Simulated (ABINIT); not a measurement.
# C (Fd-3m) in ABINIT: a series of runs, part 2 of 2

ABINIT 10.8.3 (patched build).

### Step 4. Band structure, BLYP

Input file run.abi:

```
ndtset 2

pp_dirpath "./"
pseudos "C.GGA_PBE-JTH.xml"

acell 3*1.0 Angstrom
rprim
     0.0000000000     1.7833700000     1.7833700000
     1.7833700000     0.0000000000     1.7833700000
     1.7833700000     1.7833700000     0.0000000000
ntypat 1
znucl 6
natom 2
typat 1 1
xred
     0.7500000000     0.7500000000     0.7500000000
     0.5000000000     0.5000000000     0.5000000000

ecut 20.0
pawecutdg 40.0

ixc -106131

occopt 3
tsmear 0.05 eV

nstep 100

iomode 3
prtwf 0
prteig 0
prtebands 0
enunit 2
prtden1 1

kptopt1 1
ngkpt1 13 13 13
nshiftk1 1
shiftk1 0.0 0.0 0.0
nband1 8
tolvrs1 1.0e-9

iscf2 -2
getden2 1
nband2 12
nbdbuf2 2
tolwfr2 1.0e-12
kptopt2 -9
ndivsm2 5
prteig2 1
kptbounds2
     0.0000000000     0.0000000000     0.0000000000
     0.5000000000     0.0000000000     0.5000000000
     0.5000000000     0.2500000000     0.7500000000
     0.3750000000     0.3750000000     0.7500000000
     0.0000000000     0.0000000000     0.0000000000
     0.5000000000     0.5000000000     0.5000000000
     0.6250000000     0.2500000000     0.6250000000
     0.5000000000     0.2500000000     0.7500000000
     0.5000000000     0.5000000000     0.5000000000
     0.3750000000     0.3750000000     0.7500000000
```

Potentials or basis: JTH PAW PBE v2.0.

Launch:

```
$ abinit run.abi > log 2>&1
```

run.abo:

```text
.Version 10.8.3 of ABINIT
 DATASET    1 : space group Fd -3 m (#227); Bravais cF (face-center cubic)
================================================================================
 Values of the parameters that define the memory need for DATASET  1.
     intxc =       0    ionmov =       0      iscf =      17    lmnmax =       8
     lnmax =       4     mgfft =      20  mpssoang =       2    mqgrid =    3001
     natom =       2  nloc_mem =       2    nspden =       1   nspinor =       1
    nsppol =       1      nsym =      48    n1xccc =       1    ntypat =       1
    occopt =       3   xclevel =       2
       mpw =         335          nfft =        8000          nkpt =          84
 PAW method is used; the additional fine FFT grid is defined by:
   mgfftf=        30    nfftf =     27000
================================================================================
================================================================================

 DATASET    2 : space group Fd -3 m (#227); Bravais cF (face-center cubic)
================================================================================
 Values of the parameters that define the memory need for DATASET  2.
     intxc =       0    ionmov =       0      iscf =      -2    lmnmax =       8
     lnmax =       4     mgfft =      20  mpssoang =       2    mqgrid =    3001
     natom =       2  nloc_mem =       2    nspden =       1   nspinor =       1
[... 1070 lines left out ...]
  -9.93190    8.48791    8.48791    8.84666   15.77933   18.90443   18.90443   23.78547
  31.18276   31.42912   38.46153   40.31858
 kpt#   6, nband= 12, wtk=  1.00000, kpt=  0.1786  0.0000  0.1786 (reduced coord)
  -9.51483    7.78254    7.78254    8.02236   15.57902   19.95447   19.95447   23.16134
[... 230 lines left out ...]
  -4.06050   -1.67041    4.24710    6.47491   17.75374   21.90347   22.86129   25.27626
  29.64267   35.10403   35.72908   40.77110
 kpt#  84, nband= 12, wtk=  1.00000, kpt=  0.4167  0.4167  0.6667 (reduced coord)
  -3.66077   -1.31883    3.19267    6.11079   17.37346   22.78481   23.80048   24.58958
  29.14299   35.14604   35.66395   42.32076
 kpt#  85, nband= 12, wtk=  1.00000, kpt=  0.4028  0.4028  0.6944 (reduced coord)
  -3.20060   -0.98930    2.22381    5.77753   17.03633   23.42663   23.61931   25.00425
  28.88741   35.14919   35.79091   43.76249
 kpt#  86, nband= 12, wtk=  1.00000, kpt=  0.3889  0.3889  0.7222 (reduced coord)
  -2.70402   -0.84220    1.54382    5.49107   16.75454   22.45519   24.33730   25.74647
  28.94268   35.09248   36.15923   44.76072
 kpt#  87, nband= 12, wtk=  1.00000, kpt=  0.3750  0.3750  0.7500 (reduced coord)
  -2.29452   -1.03494    1.44320    5.26289   16.53261   21.47221   24.88344   26.14054
  29.39847   34.95971   36.79572   45.08798

== END DATASET(S) ==============================================================
================================================================================

 -outvars: echo values of variables after computation  --------
            acell      1.8897261259E+00  1.8897261259E+00  1.8897261259E+00 Bohr
           etotal1    -1.1444699309E+01
            fcart1     1.9475267695E-28 -9.4879509283E-29 -4.9936583833E-30
                      -1.9475267695E-28  9.4879509283E-29  4.9936583833E-30
            rprim      0.0000000000E+00  1.7833700000E+00  1.7833700000E+00
                       1.7833700000E+00  0.0000000000E+00  1.7833700000E+00
                       1.7833700000E+00  1.7833700000E+00  0.0000000000E+00
           strten1    -3.6013104952E-04 -3.6013104952E-04 -3.6013104952E-04
                       0.0000000000E+00  0.0000000000E+00  0.0000000000E+00
           xangst      2.6750550000E+00  2.6750550000E+00  2.6750550000E+00
                       1.7833700000E+00  1.7833700000E+00  1.7833700000E+00
             xred      7.5000000000E-01  7.5000000000E-01  7.5000000000E-01
                       5.0000000000E-01  5.0000000000E-01  5.0000000000E-01
 Calculation completed.
```

Run time: 11 s. Hardware: 1 thread of Arm Neoverse V1, shared host; peak memory 0.11 GiB.

Results:

| Quantity | Value |
| --- | --- |
| Free energy | -311.4261 eV |
| Pressure | 10.6 GPa |
| Band gap on the k mesh | 4.46 eV, indirect (least direct gap 5.74 eV) |
| Band gap along the path | 4.44 eV, indirect (least direct gap 5.74 eV) |

Levels at the corners of the path, in eV from the valence-band top:
| point | band 2 | band 3 | band 4 | band 5 | band 6 | band 7 |
| --- | --- | --- | --- | --- | --- | --- |
| Γ | 0.00 | 0.00 | 0.00 | 5.74 | 5.74 | 5.74 |
| X | -12.57 | -6.17 | -6.17 | 5.13 | 5.13 | 16.74 |
| W | -11.81 | -8.10 | -8.10 | 10.88 | 10.88 | 12.40 |
| K | -11.55 | -9.07 | -5.25 | 6.02 | 10.96 | 14.37 |
| Γ | 0.00 | 0.00 | 0.00 | 5.74 | 5.74 | 5.74 |
| L | -13.10 | -2.75 | -2.75 | 8.64 | 8.64 | 9.02 |
| U | -11.55 | -9.07 | -5.25 | 6.02 | 10.96 | 14.37 |
| W | -11.81 | -8.10 | -8.10 | 10.88 | 10.88 | 12.40 |
| L | -13.10 | -2.75 | -2.75 | 8.64 | 8.64 | 9.02 |
| K | -11.55 | -9.07 | -5.25 | 6.02 | 10.96 | 14.37 |

Caveat: the PAW data sets were made with another functional, which shifts forces and pressure a little; the atomic spheres overlap.

### Step 5. Overview

| task | level | potentials or basis | cutoff (eV) | fine-grid cutoff | gap on the mesh (eV) | pressure (GPa) |
| --- | --- | --- | --- | --- | --- | --- |
| band structure | r2SCAN | SPMS NC PBE v1.0 | 1088 | - | 4.17 | 3.3 |
| equation of state | PBEsol | JTH PAW PBE v2.0 | 408 | 816.342 eV | - | - |
| band structure | BLYP | JTH PAW PBE v2.0 | 544 | 1088.46 eV | 4.46 | 10.6 |

Alike in all rows: no spin polarisation; cell as given; k mesh 13 × 13 × 13; smearing fermi-dirac 0.05 eV.

Caveats: the PAW data sets were made with another functional, which shifts forces and pressure a little (some runs); the atomic spheres overlap (some runs); a meta-GGA on potentials with a model core is unreliable (some runs); a meta-GGA on norm-conserving files made for a GGA shifts volumes by about 1 % (some runs); the potentials were made for another functional, which shifts forces and pressure (some runs); pressures at fixed basis lie under the slope of the energies (some runs).

Total energies depend on the potentials used, so only differences within one code and one set of settings carry meaning.

### Step 6. Against experiment

Step 3. A measured bulk modulus of C is 442 GPa (quoted in “Equation of state of cubic boron nitride at high pressures and temperatures”, 2007, arxiv:cond-mat/0702656); the calculated 450 GPa misses it by +1.9 %. 3 values of this kind are on record (442 to 444.8 GPa); this one was drawn at random among those near their median, those with a stated uncertainty first. The fit is for a static lattice scaled at fixed shape and fixed fractional positions. The cell as given is a measured one (5.67 Å³/atom); PBEsol puts the equilibrium volume -1.1 % from it, thermal expansion not counted.
